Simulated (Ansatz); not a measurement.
# Ge: gradients before and after relaxing the atoms

Start: a COD entry, atoms as given.

Space group P4_32_12 (No. 96); a = 5.9300, c = 6.9800 Å.

```
site  Wyckoff  site symmetry       x       y       z
 Ge1       4a            ..2  0.0750  0.0750  0.0000
 Ge5       8b              1  0.1667  0.3750  0.2500
```

One atom of each set is listed.

Method: Kohn–Sham DFT in Ansatz, PBE, plane waves and PAW (field gradients read without the response of the frozen cores, which leaves them typically 4 to 6 % off), scalar-relativistic, 420 eV cutoff, Γ-centred 6×6×5 k-points, Fermi–Dirac smearing 0.05 eV.

The largest force at the start is 0.91 eV/Å. Relaxing the ions at fixed cell moves them by 0.125 Å at most (atom 3, Ge) and 0.098 Å rms. End positions:

Ge1 (0.0900, 0.0900, 0.0000)
Ge5 (0.1723, 0.3692, 0.2594)

```tsv
site	moved (Å)	first shell before	first shell after	V_zz before (10²¹ V/m²)	η before
Ge1	0.125	4 Ge at 2.44–2.55 Å	4 Ge at 2.49–2.50 Å	3.30	0.43
Ge5	0.081	4 Ge at 2.44–2.55 Å	4 Ge at 2.49–2.52 Å	-4.96	0.76
```

(1) How do the gradients change?

## Answers

(1) 

```
site  V_zz after  η after  change of V_zz
 Ge1        4.32     0.77           +1.02
 Ge5        5.63     0.83               –
```

The largest change of V_zz along a kept axis is on Ge1, from 3.30 to 4.32. In per cent, |V_zz| changes by +31 on Ge (all sites that start above 0.5, bar those whose gradient vanishes or changes sign or whose main axis turns by over 40°). Where |V_zz| stays above 0.1 and the axes keep their order, η moves most on Ge1, from 0.43 to 0.77. On Ge5 the largest principal value lies along another axis in the second run, so the two V_zz can't be compared directly.

With a gap of 0.5 eV on this mesh, the gradients can still move by some per cent as the k-mesh gets denser.
